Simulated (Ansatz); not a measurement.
# BP (honeycomb monolayer): converging the G0W0 gap, part 2 of 2

How do accuracy and time trade against each other in G0W0 on BP (honeycomb monolayer)?

Ansatz 0.2.0; G0W0 on PBE, plane waves, PAW; PAW set soft_1. Known limits of the many-body steps: not at the basis limit; coarse mesh for a sheet.

So far. Step 5 (738 empty bands, screening to 135 eV): Against the run with 6×6×1 mesh, 402 empty bands, screening to 90 eV, PAW set soft_1 files, the gap moves by +0.009 eV.

## 6. Changing the k mesh: 3×3×1 mesh, 186 empty bands, screening to 54 eV, PAW set soft_1 files

A second mesh at equal bands and cutoff isolates the sampling error. Bands and cutoff differ from the step before, so it is read against an earlier run that matches them.

Input file input.yaml:

```yaml
crystal:
  lattice:
    - [3.2134492997, 0.0, 0.0]
    - [-1.6067246498, 2.7829287273, 0.0]
    - [0.0, 0.0, 23.2]
  atoms:
    - { symbol: B, position: [0.3333333333, 0.6666666667, 0.4999992744] }
    - { symbol: P, position: [0.6666666667, 0.3333333333, 0.5000007256] }
  periodic: [true, true, false]
kpoints:
  mp_grid: { grid: [3, 3, 1] }
hamiltonian:
  xc: pbe
  pseudopotentials: { kind: paw, azcp: { folder: soft_1 } }
scf:
  occupations: { method: fixed }
gw:
  n_empty_bands: 186
  ecut_chi: 54.0
  qp_bands: [v2, c2]
  qp_kpoints: band_edges
  screening: { model: contour_deformation }
```

Command:

```console
> ansatz run input.yaml --threads 4 --pin off --max-ram 17510MiB --backend cpu --events-out ev --progress --plain --runs-dir out
```

Numbers of over 12 decimals in the logs are rounded to 6 here.

Output:

```text
[...]
Crystal: 2 atoms, lattice volume = 207.473 Å³
Basis set: ecut = 420 eV, 4085 PW (Γ)
Bands: 8, of which v1, the nominal top of the filled ones, is band 4 counted from 1 (3 counted from 0)
Symmetry: 12 space group operations
[...]
k-points: 3 of 9 (time reversal used)
[...]
1     6     -1.5819    -6.7349    -4.7479   -11.6628  0.5925    -1.3980    -1.4018  root ?
     2     3    -11.3743   -17.4581     4.2930   -13.2094  0.5337   -11.3302   -11.3299  root ?
     2     4     -5.0412   -14.4534     1.7679   -12.7473  0.6241    -4.9797    -4.9793  root
     2     5     -4.2656    -6.5862    -4.1542   -10.9250  0.6257    -4.0780    -4.0810  root
     2     6      1.2584    -3.3933    -4.4458    -7.7351  0.6092     1.1556     1.1544  root
[key lines of the parts left out:]
SCF converged after 7 iterations
Free energy (F): -911.360333 eV
Fermi energy:    -5.041187 eV
```

Wall time 6.9 s (4 threads of Arm Neoverse V1, shared host); peak memory 0.87 GiB; 24 s of CPU time.

This step gave:

```yaml
bands_summed: 190
plane_waves_in_the_screening_matrix: 165
g0w0_gap_on_the_mesh: 0.8984 eV
k_of_the_valence_top: 0.3333, 0.3333, 0
k_of_the_conduction_bottom: 0.3333, 0.3333, 0
starting_gap_on_the_mesh: 0.7756 eV
least_direct_g0w0_gap_on_the_computed_points: 0.8984 eV
```

Against the run with 6×6×1 mesh, 186 empty bands, screening to 54 eV, PAW set soft_1 files, the gap moves by −0.47 eV, while the start moved by −0.10 eV.

## 7. Changing the k mesh: 9×9×1 mesh, 186 empty bands, screening to 54 eV, PAW set soft_1 files

input.yaml, as its differences from that of step 6:

```diff
@@ -10,3 +10,3 @@
 kpoints:
-  mp_grid: { grid: [3, 3, 1] }
+  mp_grid: { grid: [9, 9, 1] }
 hamiltonian:
```

Output:

```text
[...]
Crystal: 2 atoms, lattice volume = 207.473 Å³
Basis set: ecut = 420 eV, 4085 PW (Γ)
Bands: 8, of which v1, the nominal top of the filled ones, is band 4 counted from 1 (3 counted from 0)
Symmetry: 12 space group operations
[...]
k-points: 12 of 81 (time reversal used)
[...]
10     6      0.8081    -7.0680    -5.1621   -12.8854  0.6921     1.6446     1.4633  root ?
    11     3    -11.3831   -17.5591     4.0864   -13.2283  0.5471   -11.6435   -11.6276  root ?
    11     4     -5.1203   -13.4955     0.5667   -12.7276  0.6505    -5.3261    -5.3214  root
    11     5     -4.2277    -7.6914    -2.8808   -11.0132  0.6529    -3.7564    -3.7869  root
    11     6      1.2596    -3.4064    -4.0194    -7.7604  0.6684     1.6088     1.5942  root
[key lines of the parts left out:]
SCF converged after 7 iterations
Free energy (F): -911.684583 eV
Fermi energy:    -5.120291 eV
```

Wall time 53 s (4 threads); peak memory 1.1 GiB; 3.4 min of CPU time.

This step gave:

| Property | Result |
| --- | --- |
| bands summed | 190 |
| plane waves in the screening matrix | 165 |
| G0W0 gap on the mesh | 1.535 eV |
| k of the valence top | 0.3333, 0.3333, 0 |
| k of the conduction bottom | 0.3333, 0.3333, 0 |
| starting gap on the mesh | 0.8926 eV |
| least direct G0W0 gap on the computed points | 1.535 eV |

Against the run with 3×3×1 mesh, 186 empty bands, screening to 54 eV, PAW set soft_1 files, the gap moves by +0.64 eV, while the start moved by +0.12 eV.

## 8. Convergence and cost

Times are wall times on 4 threads of Arm Neoverse V1, shared host, good to a factor of about two.

| mesh | files | frequency | bands summed | cutoff (eV) | start (eV) | G0W0 (eV) | time | host memory (GiB) |
| --- | --- | --- | --- | --- | --- | --- | --- | --- |
| 6×6×1 | PAW set soft_1 | contour deformation | 70 | 27 | 0.880 | 1.355 | 5.5 s | 0.51 |
| 6×6×1 | PAW set soft_1 | contour deformation | 190 | 54 | 0.880 | 1.370 | 20 s | 1.1 |
| 6×6×1 | PAW set soft_1 | contour deformation | 406 | 90 | 0.880 | 1.384 | 91 s | 2.7 |
| 6×6×1 | PAW set soft_1 | contour deformation | 742 | 135 | 0.880 | 1.394 | 5.4 min | 6.3 |
| 3×3×1 | PAW set soft_1 | contour deformation | 190 | 54 | 0.776 | 0.898 | 6.9 s | 0.87 |
| 9×9×1 | PAW set soft_1 | contour deformation | 190 | 54 | 0.893 | 1.535 | 53 s | 1.1 |

How the two edges are built up, in eV (the quasiparticle level is the starting level plus Σx plus Σc less Vxc):

| run | edge | start | Σx | Σc | Vxc | Z | QP |
| --- | --- | --- | --- | --- | --- | --- | --- |
| 70 bands | valence top | -5.11 | -13.70 | 1.13 | -12.73 | 0.63 | -4.96 |
| 70 bands | conduction bottom | -4.23 | -7.47 | -2.91 | -11.01 | 0.63 | -3.60 |
| 190 bands | valence top | -5.11 | -13.70 | 0.84 | -12.73 | 0.62 | -5.24 |
| 190 bands | conduction bottom | -4.23 | -7.47 | -3.17 | -11.01 | 0.62 | -3.87 |
| 406 bands | valence top | -5.11 | -13.70 | 0.68 | -12.73 | 0.61 | -5.41 |
| 406 bands | conduction bottom | -4.23 | -7.47 | -3.32 | -11.01 | 0.62 | -4.02 |
| 742 bands | valence top | -5.11 | -13.70 | 0.59 | -12.73 | 0.61 | -5.49 |
| 742 bands | conduction bottom | -4.23 | -7.47 | -3.40 | -11.01 | 0.62 | -4.10 |

## 9. Results

| Quantity | Value |
| --- | --- |
| 70 bands, 27 eV | 1.355 eV |
| 190 bands, 54 eV | 1.370 eV |
| 406 bands, 90 eV | 1.384 eV |
| 742 bands, 135 eV | 1.394 eV |
| estimated limit in bands and cutoff | 1.40 eV |
| mesh and start | 6×6×1, PBE |

In words: A line in one over the bands through the two highest rungs gives 1.40 eV, +0.01 eV from the top rung; the pair below gives 1.40 eV, in fair agreement. The rungs stand 0.05 eV (70 bands), 0.03 eV (190 bands), 0.02 eV (406 bands) and 0.01 eV (742 bands) from it. From 70 to 742 bands the gap moves by +0.04 eV while the time grows 59-fold. Σc changes by −0.53 eV at the valence top and −0.50 eV at the conduction bottom, so the levels themselves move more than the gap between them. On the 3×3×1 mesh in place of 6×6×1 the gap differs by −0.47 eV, of which −0.10 eV is already in the start. On the 9×9×1 mesh in place of 6×6×1 the gap differs by +0.16 eV, of which +0.01 eV is already in the start. The cheapest rung within 0.1 eV of this estimate is that with 70 bands (5.5 s). The mesh in the plane is coarse for a sheet; gap and any exciton binding can still move on denser ones.

[Paths, hosts, dates, memory and timing lines, banners, echoed tables and standing remarks are left out of the program output.]

[Logs are printed without paths, hosts, clocks, repeated set-up lines and the standing remarks that a program may print on its own settings, such as how far it seeks lower states.]

[Runs of the session that timed out or met a known fault of the program may be left out.]

[Cells called generated may have been cut or substituted from an entry of the Crystallography Open Database or the Materials Project.]

[Hosts, paths, dates, database ids (printed as entryN), source tags and the programs' standing remarks are cut or masked in the printed files.]
